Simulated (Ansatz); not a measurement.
The geometry is COD entry 1534943, unchecked; take it as a test cell. The listed cell was then made from it by scaling, straining or moving an atom.

Os: DFT, PBE, all-electron PAW with datasets made for the crystal, scalar-relativistic (Ansatz 0.2.0). What sets it apart from a plain run of this crystal: equal xx and yy strain of +2 %.

Command: `ansatz run input.yaml --threads 1 --pin off --max-ram 3072MiB --backend cpu --events-out ev --progress --plain --runs-dir out` The run took 9.9 s on 1 thread of Arm Neoverse V2, with other jobs on the host, peak memory 0.48 GiB.

```yaml
crystal:
  lattice:
    - [0.0, 1.9839, 1.945]
    - [1.9839, 0.0, 1.945]
    - [1.9839, 1.9839, 0.0]
  atoms:
    - { symbol: Os, position: [0.0, 0.0, 0.0] }
kpoints:
  mp_grid: { grid: [14, 14, 14] }
scf:
  occupations: { method: fermi_dirac, width: 0.05 }
hamiltonian:
  xc: pbe
  pseudopotentials: { kind: all_electron, datasets: crystal }
output:
  forces: true
  stress: true
  eigenvalues: true
  efg: { contact_densities: true }
```

Output (standing set-up lines are left out):

```
hamiltonian.pseudopotentials.datasets: crystal makes datasets for this crystal and solves the spheres of its atoms anew in each pass: cutoff 300.0 eV, the density's 1200.0 eV; for an error of 0.50 meV an atom under PBE, 0.5 meV for the cell; an energy difference from a run of another recipe may be off by several times the error for the cell, under r2SCAN by more, where some 0.1 meV an atom stays at smaller errors; Os in spheres of 1.376 Å, 8 of its electrons in bands, 22 on its site; only band paths and densities of states list, in semicore columns, the levels of the semicore shells that are solved separately: 4f of Os, 5s of Os, 5p of Os
Crystal: 1 atoms, lattice volume = 15.310 Å³
Symmetry: 16 space group operations
Space group: I4/mmm (ITA 139), of the structure as read, at distance tolerance 2.5e-5 Å
k-points: 244 of 2744
iter 1 solved again at ethr=3.41e-2 eV; its pass at ethr=1.00e-1 eV (dr2=2.73e0 eV) is discarded
SCF iter   1: F=—  HF=-469426.498122 eV  |F-HF|=—  |Δ(HF+E_count)|=         —  Δρ=1.33e-1  dr2=2.80e0  ethr=3.41e-2  ⟨swp⟩=2.1  Hψ=11873  notcnv=0
preconditioner: auto → none  [metal: Δε(μ)=0.009 eV  Ē_g=11.015 eV  σ=0.050 eV  W_gap=0.04  n_scr=0 (ndim 8)  ℏωp=26.8 eV  f_vac=0.000  D(μ)=1.15/eV (n_scr^D=14)]
iter 2 solved again at ethr=6.93e-4 eV; its pass at ethr=3.41e-2 eV (dr2=5.54e-2 eV) is discarded
SCF iter   2: F=—  HF=-469425.737805 eV  |F-HF|=—  |Δ(HF+E_count)|=   7.60e-1  Δρ=2.02e-2  dr2=5.42e-2  ethr=6.93e-4  ⟨swp⟩=3.1  Hψ=8456  notcnv=0  defer=60
SCF iter   3: F=—  HF=-469425.702990 eV  |F-HF|=—  |Δ(HF+E_count)|=   3.48e-2  Δρ=5.77e-3  dr2=3.35e-3  ethr=6.78e-4  ⟨swp⟩=2.8  Hψ=4123  notcnv=0  defer=22
SCF iter   4: F=—  HF=-469425.698355 eV  |F-HF|=—  |Δ(HF+E_count)|=   4.63e-3  Δρ=6.55e-4  dr2=2.14e-5  ethr=4.18e-5  ⟨swp⟩=2.1  Hψ=5047  notcnv=0  defer=11
SCF iter   5: F=—  HF=-469425.698629 eV  |F-HF|=—  |Δ(HF+E_count)|=   2.73e-4  Δρ=1.41e-4  dr2=5.62e-7  ethr=2.68e-7  ⟨swp⟩=3.0  Hψ=5584  notcnv=0
SCF iter   6: F=—  HF=-469425.698629 eV  |F-HF|=—  |Δ(HF+E_count)|=   7.39e-7  Δρ=3.88e-5  dr2=3.81e-8  ethr=7.02e-9  ⟨swp⟩=2.0  Hψ=2976  notcnv=0
SCF iter   7: F=-469425.698630 eV  HF=-469425.698630 eV  |F-HF|=1.80e-9  |Δ(HF+E_count)|=   1.56e-7  Δρ=5.14e-6  dr2=3.06e-9  ethr=4.76e-10  ⟨swp⟩=2.1  Hψ=2990  notcnv=0
SCF 1 converged in 7 iterations: F = -469425.698634 eV  dr2 = 3.06e-9
  Residual-converged pass: ⟨swp⟩=3.0  Hψ=3910  notcnv=0  max |occ|·‖R‖ = 3.7e-6 eV (tolerance 3.7e-6 eV)  dr2=2.88e-9  dr2_onsite=1.23e-9  max |Δocc| = 1.8e-8
  greatest PAW one-centre occupation: 0.571 electrons in one spin orbital (limit 2), on the Os atom at site 0 (counted from 0), in its partial waves of l = 2
SCF converged after 7 iterations
Free energy (F): -469425.698634 eV
Harris-Foulkes:  -469425.698634 eV  (|F-HF|=1.80e-9)
Internal energy: -469425.688196 eV  (E = F + TS)
E sigma→0 (E₀):  -469425.693415 eV
Entropy (-TS):   -0.010438 eV (-10.438 meV/atom)
Past the cutoff: the bands carry plane waves up to 1.75 times it, of which those up to 1.5 times it add -0.000203 eV an atom, each by itself; the spheres take 0.000130 eV an atom off the energy for waves past 1.75 times it
By the cutoff:   a pressure is off by up to 0.006 GPa (1.2 times the spheres' own share and the shells' term, over an atom's volume, and 0.004 GPa: a bound that held against runs at twice the plane waves)
Past the cutoffs: a stress includes 0.0039 GPa for waves and charges beyond them, in addition to the slope of what the spheres take
In the spheres:  the bands' charges fall short by 8.9e-7 e at most (sound up to 1e-3), those of shells solved beside the bands by 6.0e-8 e (sound up to 5e-4)
Fermi energy:    29.313112 eV
--- Per-component energies (eV) ---
  The terms above E_closure are by the made datasets' own strengths, without shells solved beside the bands.
--- Forces (eV/Å), atoms counted from 1 ---
  atom   1  Os     0.00000000     0.00000000    -0.00000000
  max |Σ_I F_I| component: 9.86e-32 eV/Å
--- Stress (GPa, compression-positive) ---
      -23.319423       0.000000       0.000000
        0.000000     -23.319423       0.000000
        0.000000       0.000000     -18.376685
  P = ⅓ Tr σ = -21.6718 GPa (-216.718 kbar)
  It holds what live shells' own plane waves past their cutoff add
--- PAW observables at the nuclei: V_zz in 10²¹ V/m², potentials from the cell's mean, atoms counted from 1 ---
  atom   1  Os V_zz =    -0.073986   η = 0.0000   by run symmetry: allowed
            electrostatic potential = -15466.688595 V   contact ρ = 10306039.582095 e/Å³
--- Band table (eV; the first three rows and the last of 244) ---
  k-point 0: bands = ["19.2915", "26.6372", "26.6372", "26.8899", "29.2192", "29.5415", "42.7932"]
  k-point 1: bands = ["19.5091", "26.5591", "26.7315", "26.9363", "29.1616", "29.4684", "43.1818"]
  k-point 2: bands = ["20.1242", "26.2921", "26.9441", "27.1346", "29.0845", "29.3372", "44.1495"]
  k-point 243: bands = ["22.6306", "23.2626", "31.4368", "31.7488", "32.0974", "32.0974", "40.5434"]
```
